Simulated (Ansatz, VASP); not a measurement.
Na in VASP and in Ansatz

INCAR

```
SYSTEM = Na
ALGO = Normal
EDIFF = 1E-6
ENCUT = 520
GGA = PE
ISIF = 2
ISMEAR = -1
LASPH = .True.
LCHARG = .True.
LELF = .True.
LREAL = .False.
LVHAR = .True.
LWAVE = .False.
NBANDS = 14
NELM = 100
PREC = Accurate
SIGMA = 0.05
```

The input KPOINTS:

```
k-points
0
Gamma
  13 13 7
  0 0 0
```

Contents of POSCAR:

```
Na
1.0
    3.7670009976      0.0000000000      0.0000000000
   -1.8835004988      3.2623185600      0.0000000000
    0.0000000000      0.0000000000      6.0924600000
Na
2
Direct
    0.3333333333      0.6666666667      0.2500000000
    0.6666666667      0.3333333333      0.7500000000
```

Input for Ansatz:

```yaml
crystal:
  lattice:
    - [3.7670009976, 0.0, 0.0]
    - [-1.8835004988, 3.26231856, 0.0]
    - [0.0, 0.0, 6.09246]
  atoms:
    - { symbol: Na, position: [0.3333333333, 0.6666666667, 0.25] }
    - { symbol: Na, position: [0.6666666667, 0.3333333333, 0.75] }
kpoints:
  mp_grid: { grid: [13, 13, 7] }
  band_path:
    path:
      - [0.0, 0.0, 0.0]
      - [0.5, 0.0, 0.0]
      - [0.3333333333, 0.3333333333, 0.0]
      - [0.0, 0.0, 0.0]
      - [0.0, 0.0, 0.5]
      - [0.5, 0.0, 0.5]
      - [0.3333333333, 0.3333333333, 0.5]
      - [0.0, 0.0, 0.5]
      - [0.5, 0.0, 0.5]
    npoints: 5
scf:
  occupations: { method: fermi_dirac, width: 0.05 }
hamiltonian:
  xc: pbe
  pseudopotentials: { kind: all_electron, lapw: { basis_error: 0.00025 } }
output:
  forces: true
  stress: true
  eigenvalues: true
```

Change from the starting cell: zz strain of -1 %.

Alike in both runs: task single point; functional PBE; k mesh 13 × 13 × 7; occupations fermi-dirac, width 0.05 eV; no spin polarisation.

```csv
,VASP,Ansatz
version,VASP 6.6.1,Ansatz 0.2.0
potentials or method,"VASP PAW PBE potentials, release 64 (Na_pv)","all-electron LAPW, scalar-relativistic"
plane-wave cutoff (eV),520,see its input
```

```csv
,VASP,Ansatz,Ansatz less VASP
pressure (GPa),-0.1,-0.1,0.00
largest component of the traceless stress (GPa),0.14,0.13,0.000
```

Ansatz ran all-electron here, so the differences hold the error of VASP's frozen core and of both bases.
